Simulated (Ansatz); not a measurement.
Crystal: SiNi.

```xyz
8
Lattice="4.5037 0.0000 0.0000 0.0000 4.5037 0.0000 0.0000 0.0000 4.5037" Properties=species:S:1:pos:R:3 pbc="T T T"
Ni    0.6733    0.6733    0.6733
Ni    2.9252    1.5785    3.8304
Ni    3.8304    2.9252    1.5785
Ni    1.5785    3.8304    2.9252
Si    3.8139    3.8139    3.8139
Si    1.5620    2.9417    0.6898
Si    0.6898    1.5620    2.9417
Si    2.9417    0.6898    1.5620
```

The cell is a database's computed one.

| Quantity | Value |
| --- | --- |
| Program | Ansatz 0.2.0 |
| Task | relaxation of cell and atoms |
| Functional | LDA |
| Potentials or basis | all-electron LAPW, scalar-relativistic |
| Basis error allowed | 0.002 eV/atom |
| k mesh | 5 × 5 × 5 |
| Occupations | fermi-dirac, width 0.05 eV |
| Spin | collinear spin, ferromagnetic start |
| Starting moments | [1.0, 1.0, 1.0, 1.0, 0.0, 0.0, 0.0, 0.0] μB |

At the start: volume 11.42 Å³/atom.

**Question.** Where does the relaxation end?

**Answer.** Over 6 steps the energy falls by 17.1 meV/atom and the volume is 10.87 Å³/atom (-4.8 %); space group P2_13 (No. 198, to 0.05 Å); moment 0.00 μB per cell.

Step by step:
```
step  energy change (eV)  largest force (eV/Å)  volume (Å³)
   1              0.0000                0.0587        91.35
   2             -0.1102                0.0310        88.83
   3             -0.1368                0.0065        86.74
   4             -0.1370                0.0119        86.92
   5             -0.1371                0.0005        86.93
   6             -0.1371                0.0005        86.93
```

Final structure:
```
Ni Si
1.0
     4.42983    0.00000    0.00000
     0.00000    4.42983    0.00000
     0.00000    0.00000    4.42983
Ni Si
4 4
Direct
  0.14929 0.14929 0.14929
  0.64929 0.35071 0.85071
  0.85071 0.64929 0.35071
  0.35071 0.85071 0.64929
  0.84641 0.84641 0.84641
  0.34641 0.65359 0.15359
  0.15359 0.34641 0.65359
  0.65359 0.15359 0.34641
```

Caveat: the k mesh is thin for a metal, which can move the energy by tens of meV per atom; the starting moments weren't kept.
